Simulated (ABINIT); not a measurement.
The system is CdTe.

```
Te Cd
1.0
     0.00000    3.20500    3.20500
     3.20500    0.00000    3.20500
     3.20500    3.20500    0.00000
Te Cd
1 1
Cartesian
  4.8075 4.8075 4.8075
  0.0000 0.0000 0.0000
```

Base run:

* Program: ABINIT 10.8.3 (patched build)
* Functional: OLYP
* Potentials or basis: JTH PAW PBE v2.0
* Cutoff: 463 eV
* k mesh: 7 × 7 × 7
* Occupations: fermi-dirac, width 0.05 eV
* Spin: no spin polarisation

Its results: band gap on the k mesh 1.25 eV, direct.

Task: The run is repeated on the same cell with these changes: functional from OLYP to revPBE. What comes out?

Result: Band gap on the k mesh 0.99 eV, direct.

Caveats: spin-orbit coupling is left out, which moves the levels of the heavy elements.

